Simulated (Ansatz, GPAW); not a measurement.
This is a calculation of Bi2Te3 (Tellurobismuthite) for GPAW 26.7.0 (ASE script). Atoms were shifted at random by some hundredths of an Å from the given cell, which wasn't relaxed again for these runs. 

The input run.py:

```python
from ase.dft.bandgap import bandgap
from ase.io import read, write
from ase.units import GPa
from gpaw import GPAW, PW

atoms = read('POSCAR')

calc = GPAW(mode=PW(600),
            xc='PBE',
            kpts={'size': (7, 7, 7), 'gamma': True},
            occupations={'name': 'fermi-dirac', 'width': 0.05},
            nbands=39,
            convergence={'density': 1e-05, 'energy': 1e-05},
            maxiter=150,
            txt='gpaw.txt')
atoms.calc = calc
energy = atoms.get_potential_energy()
forces = atoms.get_forces()
stress = atoms.get_stress()
calc.write('gs.gpw')
write('result.traj', atoms)
print(f'Energy: {energy:.6f} eV')
print('Forces (eV/A):')
print(forces.round(4))
print('Stress (GPa):', (stress / GPa).round(3))
print('Fermi level:', round(calc.get_fermi_level(), 4), 'eV')
print(f'Gap: {bandgap(calc)[0]:.4f} eV, direct: {bandgap(calc, direct=True)[0]:.4f} eV')
```

Contents of POSCAR:

```
Bi2Te3
1.0
    2.1930000000      1.2661291403     10.1656666667
   -2.1930000000      1.2661291403     10.1656666667
    0.0000000000     -2.5322582807     10.1656666667
Bi Te
2 3
Direct
    0.6053920000      0.6019640000      0.5934390000
    0.3995250000      0.4038230000      0.3970330000
    0.7946950000      0.7851570000      0.7925540000
    0.2116570000      0.2085570000      0.2061240000
    0.0036430000      0.0033800000     -0.0061640000
```

Potentials or basis: GPAW PAW data sets (gpaw-data 1.2.1), pw.

Launch:

```bash
$ OMP_NUM_THREADS=1 python run.py
```

**Question.** What does the same run look like in Ansatz 0.2.0? Potentials or basis there: all-electron LAPW, scalar-relativistic.

**Answer.** As run (cutoffs and basis follow the program's own potentials, and thresholds, step limits or extra output files can differ):

File input.yaml:

```yaml
crystal:
  lattice:
    - [2.193, 1.2661291403, 10.1656666667]
    - [-2.193, 1.2661291403, 10.1656666667]
    - [0.0, -2.5322582807, 10.1656666667]
  atoms:
    - { symbol: Bi, position: [0.605392, 0.601964, 0.593439] }
    - { symbol: Bi, position: [0.399525, 0.403823, 0.397033] }
    - { symbol: Te, position: [0.794695, 0.785157, 0.792554] }
    - { symbol: Te, position: [0.211657, 0.208557, 0.206124] }
    - { symbol: Te, position: [0.003643, 0.00338, -0.006164] }
kpoints:
  mp_grid: { grid: [7, 7, 7] }
scf:
  occupations: { method: fermi_dirac, width: 0.05 }
hamiltonian:
  xc: pbe
  pseudopotentials: { kind: all_electron, lapw: { basis_error: 0.001 } }
output:
  forces: true
  stress: true
  eigenvalues: true
  populations: true
```

Potentials or basis: all-electron LAPW, scalar-relativistic.

Command:

```bash
$ ansatz run input.yaml --threads 4 --pin off --max-ram 12288MiB --backend cpu --events-out ev --progress --plain --runs-dir out
```

Both were run:

|  | GPAW | Ansatz |
| --- | --- | --- |
| Pressure | 1.5 GPa | 1.7 GPa |
| Largest force | 0.213 eV/Å | 0.208 eV/Å |

Where Ansatz's input types no cutoff or centring, it takes its own default and a Γ-centred mesh.

Pressure is positive in compression.
